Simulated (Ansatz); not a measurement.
# N on Ni(111): change of the work function

Wanted: Δφ(θ) for N/Ni(111), starting from the fcc site.

Main program and level: Ansatz 0.2.0; plane-wave DFT, PBE, Ansatz PAW.

## (1) The starting structure

The cell holds 4 atoms: 4 Ni. Its edges and angles: a = 2.489 Å, b = 2.489 Å, c = 24.097 Å, α = 90.0°, β = 90.0°, γ = 60.0°. Vacuum lies along c.

## (2) The clean slab

The bare slab comes first, as the zero from which every change is counted. The two lowest layers are held at bulk places and the upper ones relax. The dipole correction removes the false field that a one-sided slab makes across the periodic vacuum, so each face gets a flat vacuum level of its own.

input.yaml

```yaml
crystal:
  lattice:
    - [2.4890158698, 0.0, 0.0]
    - [1.2445079349, 2.1555509736, 0.0]
    - [0.0, 0.0, 24.0968188426]
  atoms:
    - { symbol: Ni, position: [0.0, 0.0, 0.3734932839], spin: 0.7 }
    - { symbol: Ni, position: [0.3333333333, 0.3333333333, 0.4578310946], spin: 0.7 }
    - { symbol: Ni, position: [0.6666666667, 0.6666666667, 0.5421689054], spin: 0.7 }
    - { symbol: Ni, position: [0.0, 0.0, 0.6265067161], spin: 0.7 }
magnetization:
  spin_polarized: true
kpoints:
  mp_grid: { grid: [12, 12, 1] }
hamiltonian:
  xc: pbe
scf:
  occupations: { method: fermi_dirac, width: 0.1 }
  convergence: { dr2_threshold: 1.0e-08 }
efield:
  axis: 3
  dipole_correction: true
  ramp_position: 0.97
  ramp_width: 0.06
relax:
  f_tol: 0.02
  max_steps: 60
  constraints: [{ sites: [0, 1] }]
output:
  write_potential: true
  write_density: true
  volumetric_format: npy
```

The run is started by

```sh
$ ansatz run input.yaml --threads 4 --pin off --max-ram 6144MiB --backend cpu --events-out ev --progress --plain --runs-dir out
```

Numbers of over 12 decimals in the logs are rounded to 6 here.

Output:

```text
Engine: ansatz 0.2.0, aarch64-unknown-linux-gnu
Pseudopotentials: kind: paw
Pseudopotential: Ni, paw, valence charge 18, recommended cutoff 420 eV (normal), Ni.paw.azcp
Functional definition: PBE
  parameter kappa = 0.804
  parameter beta = 0.066725
  exchange = pbe_x(kappa = kappa, mu = beta*pi^2/3)
  correlation = pbe_c(beta = beta)
Crystal: 4 atoms, lattice volume = 129.284 Å³
Basis set: ecut = 420 eV, 2439 PW (Γ), exchange–correlation on 36×36×324 points (8 copies of the dense FFT grid, shifted against one another)
Bands: 45, of which v1, the nominal top of the filled ones, is band 36 counted from 1 (35 counted from 0)
Symmetry: 6 space group operations
k-points: 19 of 144 (time reversal used)
Non-local potential: Ni, projectors of the file, l = 0: 3, l = 1: 2, l = 2: 3, l = 3: 1
PAW form: soft (Blöchl's): semilocal exchange-correlation on the pseudo side does not see the compensation charge
PAW one-centre angular grid: Ni, 590 points (default); XC on 64 Gauss nodes
Initial density: superposition of atomic densities (neutral atoms: chi_scale 0, normalization atom)
Starting moments: Σ|m| = 2.8 μB on 4 of 4 sites
Initial wavefunctions: pseudopotential atomic-orbital guess
Functional: x = pbe(κ = 0.804, μ = 0.219515), c = pbe(β = 0.066725)
SCF iter   1: F=—  HF=-23353.905145 eV  |F-HF|=—  |Δ(HF+E_count)|=         —  Δρ=2.86e-2 (↑1.12e-2 ↓2.86e-2)  dr2=2.62e0  dr2_m=2.76e-1  M=2.997 μB ∫|m|=3.146 μB  β_m=1.00  ethr=3.10e-3  p=0.000 e·Å  D=3.58e-13 V/Å  ΔV_dip=-0.00 eV  dr2_dipole=4.80e-7  V_vac-E_F(+/−)=7.25/7.25 eV  ⟨swp⟩=10.9  Hψ=8806  notcnv=0  defer=16
Mixer restart at iter 1: flushing history
efield: sawtooth ramp at fractional position 0.9700 (set: `efield.ramp_position`, or a place that a band, a saddle search or an elastic batch's reference lends), width 0.0600; the density the first Hamiltonian is built on has a dipole p = 0.000 e·Å; the dipole correction subtracts the counter field D = 3.58e-13 V/Å, which shifts the + side's vacuum level by -0.00 eV against the − side's; the planar-averaged density in the ramp window peaks in size at 7.6e-6 e/Å³
preconditioner: auto → LDOS  [metal: Δε(μ)=0.005 eV  Ē_g=7.174 eV  σ=0.100 eV  W_gap=0.01  n_scr=18 (ndim 8)  ℏωp=20.7 eV  f_vac=0.604  D(μ)=7.90/eV (n_scr^D=102)]
spin=Collinear: LDOS preconditioning applied to the charge; magnetization (m = ρ↑ − ρ↓) channel mixes plain (no charge-response kernel on spin).
SCF iter   2: F=—  HF=-23354.537091 eV  |F-HF|=—  |Δ(HF+E_count)|=   6.32e-1  Δρ=1.21e-2 (↑1.21e-2 ↓9.37e-3)  dr2=4.70e-1  dr2_m=6.08e-3  M=2.950 μB ∫|m|=3.239 μB  β_m=0.32  ethr=3.10e-3  p=-0.000 e·Å  D=-1.18e-5 V/Å  ΔV_dip=0.00 eV  dr2_dipole=1.68e-7  V_vac-E_F(+/−)=6.45/6.45 eV  ⟨swp⟩=2.3  Hψ=2954  notcnv=0  defer=39
density mixer auto → msr1: a metal under ldos (density of states about μ 3.85 of a free-electron gas's, 18 screened modes)
SCF iter   3: F=—  HF=-23355.900692 eV  |F-HF|=—  |Δ(HF+E_count)|=    1.36e0  Δρ=6.31e-3 (↑6.31e-3 ↓4.98e-3)  dr2=1.22e-1  dr2_m=5.55e-3  M=2.942 μB ∫|m|=3.263 μB  β_m=0.52  ethr=6.53e-4  p=-0.000 e·Å  D=-2.38e-7 V/Å  ΔV_dip=0.00 eV  dr2_dipole=6.09e-9  V_vac-E_F(+/−)=6.01/6.01 eV  ⟨swp⟩=3.0  Hψ=2841  notcnv=0  defer=40
SCF iter   4: F=—  HF=-23357.393573 eV  |F-HF|=—  |Δ(HF+E_count)|=         —  Δρ=6.98e-3 (↑4.12e-3 ↓6.98e-3)  dr2=1.03e-1  dr2_m=3.75e-3  M=2.826 μB ∫|m|=3.215 μB  β_m=0.52  ethr=1.70e-4  p=-0.000 e·Å  D=-2.46e-6 V/Å  ΔV_dip=0.00 eV  dr2_dipole=3.12e-9  V_vac-E_F(+/−)=5.44/5.44 eV  ⟨swp⟩=3.7  Hψ=3872  notcnv=0  defer=38
SCF iter   5: F=—  HF=-23357.642354 eV  |F-HF|=—  |Δ(HF+E_count)|=   2.49e-1  Δρ=4.88e-3 (↑1.50e-3 ↓4.88e-3)  dr2=3.19e-2  dr2_m=5.57e-3  M=2.736 μB ∫|m|=3.135 μB  β_m=0.76  ethr=1.43e-4  p=0.000 e·Å  D=9.90e-7 V/Å  ΔV_dip=-0.00 eV  dr2_dipole=4.35e-9  V_vac-E_F(+/−)=5.26/5.26 eV  ⟨swp⟩=2.4  Hψ=2763  notcnv=0  defer=40
SCF iter   6: F=—  HF=-23357.693928 eV  |F-HF|=—  |Δ(HF+E_count)|=   5.16e-2  Δρ=2.88e-3 (↑1.47e-3 ↓2.88e-3)  dr2=1.26e-2  dr2_m=1.52e-3  M=2.669 μB ∫|m|=3.070 μB  β_m=0.86  ethr=4.44e-5  p=-0.000 e·Å  D=-5.87e-6 V/Å  ΔV_dip=0.00 eV  dr2_dipole=2.12e-8  V_vac-E_F(+/−)=5.15/5.15 eV  ⟨swp⟩=2.2  Hψ=2708  notcnv=0  defer=40
SCF iter   7: F=—  HF=-23357.694448 eV  |F-HF|=—  |Δ(HF+E_count)|=   5.20e-4  Δρ=2.31e-3 (↑1.35e-3 ↓2.31e-3)  dr2=9.68e-3  dr2_m=5.46e-4  M=2.662 μB ∫|m|=3.065 μB  β_m=0.72  ethr=1.75e-5  p=0.000 e·Å  D=1.37e-5 V/Å  ΔV_dip=-0.00 eV  dr2_dipole=5.02e-8  V_vac-E_F(+/−)=5.06/5.06 eV  ⟨swp⟩=2.7  Hψ=3609  notcnv=0  defer=46
SCF iter   8: F=—  HF=-23357.693229 eV  |F-HF|=—  |Δ(HF+E_count)|=   1.22e-3  Δρ=4.06e-4 (↑1.85e-4 ↓4.06e-4)  dr2=3.64e-4  dr2_m=1.71e-5  M=2.660 μB ∫|m|=3.064 μB  β_m=0.68  ethr=1.34e-5  p=-0.000 e·Å  D=-3.61e-6 V/Å  ΔV_dip=0.00 eV  dr2_dipole=1.02e-8  V_vac-E_F(+/−)=5.09/5.09 eV  ⟨swp⟩=2.0  Hψ=2577  notcnv=0  defer=48
SCF iter   9: F=—  HF=-23357.693190 eV  |F-HF|=—  |Δ(HF+E_count)|=   3.90e-5  Δρ=1.79e-4 (↑7.00e-5 ↓1.79e-4)  dr2=3.02e-5  dr2_m=1.70e-5  M=2.661 μB ∫|m|=3.067 μB  β_m=0.69  ethr=5.05e-7  p=0.000 e·Å  D=3.88e-6 V/Å  ΔV_dip=-0.00 eV  dr2_dipole=1.52e-8  V_vac-E_F(+/−)=5.09/5.09 eV  ⟨swp⟩=3.2  Hψ=3585  notcnv=0  defer=48
SCF iter  10: F=—  HF=-23357.693186 eV  |F-HF|=—  |Δ(HF+E_count)|=   3.73e-6  Δρ=5.06e-5 (↑4.30e-5 ↓5.06e-5)  dr2=1.84e-6  dr2_m=2.32e-6  M=2.661 μB ∫|m|=3.067 μB  β_m=0.80  ethr=4.19e-8  p=-0.000 e·Å  D=-3.65e-6 V/Å  ΔV_dip=0.00 eV  dr2_dipole=5.47e-9  V_vac-E_F(+/−)=5.08/5.08 eV  ⟨swp⟩=2.1  Hψ=2596  notcnv=0  defer=48
SCF iter  11: F=—  HF=-23357.693187 eV  |F-HF|=—  |Δ(HF+E_count)|=   9.69e-7  Δρ=2.04e-5 (↑1.28e-5 ↓2.04e-5)  dr2=6.04e-7  dr2_m=1.91e-7  M=2.661 μB ∫|m|=3.067 μB  β_m=0.87  ethr=2.55e-9  p=0.000 e·Å  D=7.85e-6 V/Å  ΔV_dip=-0.00 eV  dr2_dipole=2.85e-8  V_vac-E_F(+/−)=5.08/5.08 eV  ⟨swp⟩=2.1  Hψ=2536  notcnv=0  defer=48
SCF iter  12: F=—  HF=-23357.693187 eV  |F-HF|=—  |Δ(HF+E_count)|=   2.54e-7  Δρ=1.80e-5 (↑1.52e-5 ↓1.80e-5)  dr2=9.37e-7  dr2_m=1.72e-8  M=2.661 μB ∫|m|=3.067 μB  β_m=0.65  ethr=8.40e-10  p=-0.000 e·Å  D=-1.24e-5 V/Å  ΔV_dip=0.00 eV  dr2_dipole=7.49e-8  V_vac-E_F(+/−)=5.08/5.08 eV  ⟨swp⟩=2.4  Hψ=3336  notcnv=0  defer=48
SCF iter  13: F=—  HF=-23357.693187 eV  |F-HF|=—  |Δ(HF+E_count)|=   2.15e-7  Δρ=3.06e-6 (↑2.12e-6 ↓3.06e-6)  dr2=3.80e-8  dr2_m=2.53e-9  M=2.661 μB ∫|m|=3.067 μB  β_m=0.82  ethr=8.40e-10  p=-0.000 e·Å  D=-2.07e-6 V/Å  ΔV_dip=0.00 eV  dr2_dipole=9.62e-9  V_vac-E_F(+/−)=5.08/5.08 eV  ⟨swp⟩=2.1  Hψ=2509  notcnv=0  defer=48
[...]
density mixer auto → msr1: a metal under ldos (density of states about μ 3.54 of a free-electron gas's, 18 screened modes)
SCF iter   3: F=—  HF=-23357.695252 eV  |F-HF|=—  |Δ(HF+E_count)|=   3.46e-6  Δρ=3.61e-4 (↑3.61e-4 ↓2.26e-4)  dr2=1.98e-4  dr2_m=3.76e-5  M=2.664 μB ∫|m|=3.069 μB  β_m=0.44  ethr=1.15e-6  p=0.001 e·Å  D=1.05e-3 V/Å  ΔV_dip=-0.03 eV  dr2_dipole=3.96e-5  V_vac-E_F(+/−)=5.05/5.08 eV  ⟨swp⟩=1.8  Hψ=2160  notcnv=0  defer=48
SCF iter   4: F=—  HF=-23357.695307 eV  |F-HF|=—  |Δ(HF+E_count)|=   5.46e-5  Δρ=1.71e-4 (↑1.71e-4 ↓1.57e-4)  dr2=3.30e-5  dr2_m=2.06e-5  M=2.663 μB ∫|m|=3.067 μB  β_m=0.46  ethr=2.74e-7  p=0.001 e·Å  D=8.26e-4 V/Å  ΔV_dip=-0.02 eV  dr2_dipole=2.45e-8  V_vac-E_F(+/−)=5.06/5.08 eV  ⟨swp⟩=1.5  Hψ=1942  notcnv=0  defer=48
SCF iter   5: F=—  HF=-23357.695322 eV  |F-HF|=—  |Δ(HF+E_count)|=   1.50e-5  Δρ=7.39e-5 (↑5.22e-5 ↓7.39e-5)  dr2=5.11e-6  dr2_m=4.02e-6  M=2.662 μB ∫|m|=3.067 μB  β_m=0.61  ethr=4.58e-8  p=0.000 e·Å  D=6.00e-4 V/Å  ΔV_dip=-0.01 eV  dr2_dipole=8.35e-7  V_vac-E_F(+/−)=5.07/5.08 eV  ⟨swp⟩=2.2  Hψ=2990  notcnv=0  defer=48
SCF iter   6: F=—  HF=-23357.695328 eV  |F-HF|=—  |Δ(HF+E_count)|=   6.07e-6  Δρ=4.54e-5 (↑4.33e-5 ↓4.54e-5)  dr2=5.56e-6  dr2_m=7.72e-7  M=2.661 μB ∫|m|=3.066 μB  β_m=0.57  ethr=7.10e-9  p=0.000 e·Å  D=4.49e-4 V/Å  ΔV_dip=-0.01 eV  dr2_dipole=1.55e-7  V_vac-E_F(+/−)=5.07/5.08 eV  ⟨swp⟩=3.1  Hψ=3523  notcnv=0  defer=48
SCF iter   7: F=—  HF=-23357.695328 eV  |F-HF|=—  |Δ(HF+E_count)|=   4.71e-7  Δρ=2.52e-5 (↑2.52e-5 ↓1.49e-5)  dr2=2.59e-6  dr2_m=2.45e-7  M=2.661 μB ∫|m|=3.065 μB  β_m=0.52  ethr=7.10e-9  p=0.000 e·Å  D=3.65e-4 V/Å  ΔV_dip=-0.01 eV  dr2_dipole=9.20e-7  V_vac-E_F(+/−)=5.07/5.08 eV  ⟨swp⟩=2.1  Hψ=2796  notcnv=0  defer=48
SCF iter   8: F=—  HF=-23357.695328 eV  |F-HF|=—  |Δ(HF+E_count)|=   1.09e-7  Δρ=1.02e-5 (↑9.83e-6 ↓1.02e-5)  dr2=4.19e-8  dr2_m=1.01e-7  M=2.661 μB ∫|m|=3.065 μB  β_m=0.69  ethr=3.59e-9  p=0.000 e·Å  D=3.80e-4 V/Å  ΔV_dip=-0.01 eV  dr2_dipole=2.31e-9  V_vac-E_F(+/−)=5.07/5.08 eV  ⟨swp⟩=2.4  Hψ=2348  notcnv=0  defer=48
SCF iter   9: F=—  HF=-23357.695329 eV  |F-HF|=—  |Δ(HF+E_count)|=   1.88e-7  Δρ=4.90e-6 (↑4.06e-6 ↓4.90e-6)  dr2=1.37e-7  dr2_m=1.16e-8  M=2.660 μB ∫|m|=3.065 μB  β_m=0.62  ethr=5.82e-11  p=0.000 e·Å  D=3.76e-4 V/Å  ΔV_dip=-0.01 eV  dr2_dipole=2.32e-9  V_vac-E_F(+/−)=5.07/5.08 eV  ⟨swp⟩=3.1  Hψ=3692  notcnv=0  defer=48
SCF iter  10: F=—  HF=-23357.695329 eV  |F-HF|=—  |Δ(HF+E_count)|=   1.71e-9  Δρ=2.50e-6 (↑2.50e-6 ↓2.28e-6)  dr2=2.54e-8  dr2_m=3.15e-9  M=2.660 μB ∫|m|=3.065 μB  β_m=0.56  ethr=5.82e-11  p=0.000 e·Å  D=3.70e-4 V/Å  ΔV_dip=-0.01 eV  dr2_dipole=7.77e-9  V_vac-E_F(+/−)=5.07/5.08 eV  ⟨swp⟩=2.3  Hψ=3260  notcnv=0  defer=48
SCF iter  11: F=—  HF=-23357.695329 eV  |F-HF|=—  |Δ(HF+E_count)|=   4.01e-9  Δρ=1.37e-6 (↑1.37e-6 ↓1.25e-6)  dr2=3.06e-9  dr2_m=1.07e-9  M=2.660 μB ∫|m|=3.065 μB  β_m=0.56  ethr=3.52e-11  p=0.000 e·Å  D=3.74e-4 V/Å  ΔV_dip=-0.01 eV  dr2_dipole=4.16e-10  V_vac-E_F(+/−)=5.07/5.08 eV  ⟨swp⟩=2.0  Hψ=2494  notcnv=0  defer=48
SCF iter  12: F=—  HF=-23357.695329 eV  |F-HF|=—  |Δ(HF+E_count)|=  2.91e-11  Δρ=9.58e-7 (↑9.58e-7 ↓4.74e-7)  dr2=1.32e-9  dr2_m=5.62e-10  M=2.660 μB ∫|m|=3.065 μB  β_m=0.78  ethr=4.26e-12  p=0.000 e·Å  D=3.75e-4 V/Å  ΔV_dip=-0.01 eV  dr2_dipole=6.95e-11  V_vac-E_F(+/−)=5.07/5.08 eV  ⟨swp⟩=2.1  Hψ=2475  notcnv=0  defer=48
SCF iter  13: F=—  HF=-23357.695329 eV  |F-HF|=—  |Δ(HF+E_count)|=   1.55e-9  Δρ=2.67e-6 (↑4.00e-7 ↓2.67e-6)  dr2=1.68e-8  dr2_m=1.71e-9  M=2.660 μB ∫|m|=3.065 μB  β_m=0.89  ethr=1.84e-12  p=0.000 e·Å  D=3.77e-4 V/Å  ΔV_dip=-0.01 eV  dr2_dipole=1.69e-11  V_vac-E_F(+/−)=5.07/5.08 eV  ⟨swp⟩=2.1  Hψ=2451  notcnv=0  defer=48
SCF iter  14: F=-23357.695329 eV  HF=-23357.695329 eV  |F-HF|=3.21e-9  |Δ(HF+E_count)|=  6.80e-10  Δρ=9.79e-7 (↑4.19e-7 ↓9.79e-7)  dr2=3.30e-9  dr2_m=1.18e-10  M=2.660 μB ∫|m|=3.065 μB  ethr=1.84e-12  p=0.000 e·Å  D=3.78e-4 V/Å  ΔV_dip=-0.01 eV  dr2_dipole=6.52e-10  V_vac-E_F(+/−)=5.07/5.08 eV  ⟨swp⟩=6.4  Hψ=10591  notcnv=0
SCF 3 converged in 14 iterations: F = -23357.695329 eV  dr2 = 3.30e-9
relax step   3: F+E_penalty+E_count = -23357.69532856 eV  Δ(F+E_penalty+E_count) = -7.169e-4 eV  max|allowed force component| = 2.492e-3 eV/Å  Δτ_max = 0.0193 Å  (14 SCF iters, accepted)
NSCF: frozen V_eff on 19 k-points
the band table was solved once a step of the walk had ended and its energy, with any forces and stress, was formed, with the checks that follow a solve (9205 applications of the Hamiltonian). They found nothing against the state; the energy, forces and stress were not computed again (output.eigenvalues in the input reference)
WARN: The output density's exchange-correlation potential varies sharply where the density is thin. Do not read a vacuum level from v_tot or v_xc, or from such a field of the output density. On a cell that repeats whose density bears no net charge and no dipole along the vacuum's axis use v_es (v_loc + v_h of the components); under efield.dipole_correction with no amplitude use v_es + v_field, which holds any externa [...]
SCF converged after 14 iterations
Magnetization: 2.6604 μB (37.3302 up, 34.6698 down)
Absolute magnetization: 3.0681 μB (∫|ρ↑−ρ↓|, with the PAW one-centre terms)
Spin contamination: 0.0397 ħ² per cell (⟨S²⟩ above its minimum at these occupations)
Per-site moments (μB) at R_I (Å): [(0.697093, 1.026719), (0.715500, 1.024444), (0.716982, 1.017614), (0.700575, 1.017614)]
Free energy (F): -23357.695329 eV
Harris-Foulkes:  -23357.695329 eV  (|F-HF|=3.21e-9)
Internal energy: -23357.459514 eV  (E = F + TS)
E sigma→0 (E₀):  -23357.577421 eV
Entropy (-TS):   -0.235815 eV (-58.954 meV/atom)
Fermi energy:    2.806611 eV
Dipole field:    D = 0.000421 V/Å  (p = 0.000301 e·Å, saw-weighted, corrected)
Work function:   Φ+ = 5.0720 eV   Φ− = 5.0821 eV
Levels:          The Fermi level and band energies are counted from a zero that moves with the ramp; work functions are not
--- Per-component energies (eV) ---
  E_band       = -2233.047899
  E_kinetic    = 1126.070205
  E_local      = -172553.849253  (includes V_loc(G=0)·N_el)
  E_nonlocal   = 2547.333315
  E_hartree    = 84594.355763
  E_xc         = -336.334421
  E_vxc        = -433.429845  (∫ρ·V_xc dr)
  E_paw        = -6522.740077  (= ΣΔE_a)
  E_vpaw       = -2107.890493  (= ΣTr[D̂ρ^β])
  E_aug_tail   = 0.002094  (compensation charges beyond the density's cutoff)
  E_efield     = 0.000000  (sawtooth field / dipole correction)
  E_vefield    = 0.000308  (∫n·V_field dr)
  E_ewald      = 67787.702860
  E_smearing   = -0.235815  (= −TS)
  E_closure    = -0.000000  (closes the sum)
  Σ components = -23357.695329   (vs F -23357.695329, Δ=0.00e0)
--- Forces (eV/Å), atoms counted from 1 ---
  atom   1  Ni    -0.00000000    -0.00000000     0.14360150
  atom   2  Ni    -0.00000000     0.00000000    -0.14452133
  atom   3  Ni     0.00000000     0.00000000    -0.00158587
  atom   4  Ni    -0.00000000     0.00000000     0.00249198
  max |Σ_I F_I| component: 1.37e-5 eV/Å
--- Band table (eV; the first three rows and the last of 38) ---
  k-point 0 ↑: bands = [... 32 lower, 1.4980, 1.6464, 1.6464, 2.0208, 2.0208, 2.1301, 2.1788, 2.1788, ... 5 higher]
  k-point 1 ↑: bands = [... 32 lower, 1.4402, 1.5080, 1.6627, 1.6938, 1.8504, 2.0182, 2.1827, 2.7997, ... 5 higher]
  k-point 2 ↑: bands = [... 32 lower, 1.2167, 1.3936, 1.5035, 1.6730, 2.0108, 2.1822, 2.1914, 3.6577, ... 5 higher]
  k-point 18 ↓: bands = [... 32 lower, 2.7441, 2.8850, 2.8850, 2.8927, 7.8453, 8.0826, 8.0958, 8.8517, ... 5 higher]
--- Relaxed structure (3 steps of the walk, 3 accepted, 0 SCFs on fresh bases) ---
  F+E_penalty+E_count = -23357.69532856 eV   max|allowed force component| = 2.492e-3 eV/Å
  atoms:
    - { symbol: Ni, position: [0.0, 0.0, 0.373493] }
    - { symbol: Ni, position: [0.333333, 0.333333, 0.4578310946] }
    - { symbol: Ni, position: [0.666667, 0.666667, 0.541888] }
    - { symbol: Ni, position: [0, 0.0, 0.625102] }
```

Elapsed: 23 s, on 4 threads of Arm Neoverse V2, shared host; peak memory 0.53 GiB.

Step by step:

```
step  energy less that of the first step (eV)  largest force component (eV/Å)
   1                                   0.0000                          0.1468
   2                                  -0.0014                          0.0868
   3                                  -0.0021                          0.0025
```

Forces are held to the 6 operations that the run works with; a distortion that breaks them can't arise in this run.

The atoms that moved most (Å):

```
atom     dx     dy      dz  length
 Ni4  0.000  0.000  -0.034   0.034
 Ni3  0.000  0.000  -0.007   0.007
```

Numbers from this step:

```
energy at zero smearing   : -23357.5774 eV
total moment              : 2.660 μB
site moments              : 0.6971, 0.7155, 0.7170, 0.7006 μB
work function, upper face : 5.072 eV
dipole along the normal   : 3.01e-4 e·Å
```

Running mean over 2.032 Å of the planar mean; the ramp of the sawtooth is left out. Electron's electrostatic potential energy less the Fermi level against z:

```
z (Å)  electron's electrostatic potential energy less the Fermi level (eV)
  3.0                                                                 5.08
  3.5                                                                 5.08
  4.0                                                                 5.08
  4.5                                                                 5.08
  5.0                                                                 5.08
  5.5                                                                 5.07
  6.0                                                                 5.03
  6.5                                                                 4.90
  7.0                                                                 4.40
  7.5                                                                 2.24
  8.0                                                                -3.19
  8.5                                                                -8.38
  9.0                                                                -10.0
  9.5                                                                -10.3
 10.0                                                                -10.3
 10.5                                                                -10.4
 11.0                                                                -10.4
 11.5                                                                -10.4
 12.0                                                                -10.5
 12.5                                                                -10.5
 13.0                                                                -10.4
 13.5                                                                -10.5
 14.0                                                                -10.6
 14.5                                                                -10.5
 15.0                                                                -10.2
 15.5                                                                -8.78
 16.0                                                                -3.97
 16.5                                                                 1.74
 17.0                                                                 4.26
 17.5                                                                 4.85
 18.0                                                                 5.01
 18.5                                                                 5.06
 19.0                                                                 5.07
 19.5                                                                 5.07
 20.0                                                                 5.07
 20.5                                                                 5.07
 21.0                                                                 5.07
```

Site moment by atom:

```
atom  site moment (μB)
 Ni1             0.697
 Ni2             0.715
 Ni3             0.717
 Ni4             0.701
```

The relaxation took 3 steps and lowered the energy by 0.0021 eV; the largest force on the free atoms ends at 0.0025 eV/Å.

The work function of the upper face is 5.07 eV.

(Continued in part 2 of 3.)

[Logs are printed without paths, hosts, clocks, repeated set-up lines and the standing remarks that a program may print on its own settings, such as how far it seeks lower states.]

[Hosts, paths, dates, database ids (printed as entryN), source tags and the programs' standing remarks are cut or masked in the printed files.]

[Maps of the electrostatic potential energy from Ansatz leave out the sawtooth potential of an applied field or a dipole correction, so their vacuum need not be flat; planar profiles and work functions include it.]
